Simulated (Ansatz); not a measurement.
## TaSi2: from a guess to a relaxed structure

All numbers below come from DFT PBE, scalar-relativistic, plane waves, PAW (Ansatz 0.2.0). Cutoff 420 eV, Gaussian smearing, Γ-centred meshes. Cell and atoms relax first on a coarse mesh and then on a finer one. In between, the cell is made exact in the group found at 0.06 Å. In metals the finer mesh still leaves noise of several meV/atom or more. The steps can't lower the symmetry of their start. No spin polarisation.

Recipe of this trial structure of TaSi2: random cell by space group and Wyckoff sites (P6/mmm, No. 191). The dimensions are guesses.

```cif
data_structure
_symmetry_space_group_name_H-M 'P6/mmm'
_symmetry_Int_Tables_number 191
_cell_length_a 3.1163
_cell_length_b 3.1163
_cell_length_c 6.6152
_cell_angle_alpha 90.000
_cell_angle_beta 90.000
_cell_angle_gamma 120.000
_cell_volume 55.63
loop_
_atom_site_label
_atom_site_type_symbol
_atom_site_symmetry_multiplicity
_atom_site_Wyckoff_symbol
_atom_site_fract_x
_atom_site_fract_y
_atom_site_fract_z
_atom_site_occupancy
Ta1 Ta 1 b 0.00000 0.00000 0.50000 1
Si1 Si 2 c 0.33333 0.66667 0.00000 1
```

Formation energies are uncorrected and refer to the elements' standard structures at the same level.

**Question.** Where does the relaxation end?

**Answer.** The symmetry stays P6/mmm (No. 191). The volume per atom shrinks by 19.9 %, from 18.5 to 14.9 Å³. The shortest distance goes from 1.80 Å (Si–Si) to 2.54 Å (Si–Si). The ratio c/a of the conventional cell changes by a factor of 0.28. The energy falls by about 3.8 eV/atom (the start's value is from the coarse mesh). Conventional cell: a = 4.408 Å, c = 2.649 Å. Ta is surrounded by 2 Ta at 2.65 Å and 12 Si at 2.87 Å; Si has 5 Si at 2.54–2.65 Å and 6 Ta at 2.87 Å.

Space group P6/mmm (No. 191). a = 4.408 Å, b = 4.408 Å, c = 2.649 Å, α = 90.00°, β = 90.00°, γ = 120.00°
| atom | site | symmetry | x | y | z |
| --- | --- | --- | --- | --- | --- |
| Ta | 1b | 6/mmm | 0.0000 | 0.0000 | 0.5000 |
| Si | 2c | -6m2 | 0.3333 | 0.6667 | 0.0000 |

**Question.** How does it come out in energy, and is it a metal?

**Answer.** The formation energy is +0.02 eV/atom. The gap on the 12×12×18 mesh of the 3-atom cell is 0 eV (a metal).

The formation energy is too near zero to say whether this cell lies below the elements.

The last run used Gaussian smearing of 0.10 eV. The k mesh leaves some 4 meV/atom of noise in the energy of each metallic cell. These runs have no spin–orbit coupling, which can matter for Ta. The cell is a metal run without spin; a magnetic state may lie lower. A structure relaxed within its symmetry needn't be a true minimum. Another cell of TaSi2 relaxed alike, in R-3m, lies 180 meV/atom lower, so this cell isn't the stable form at this level.
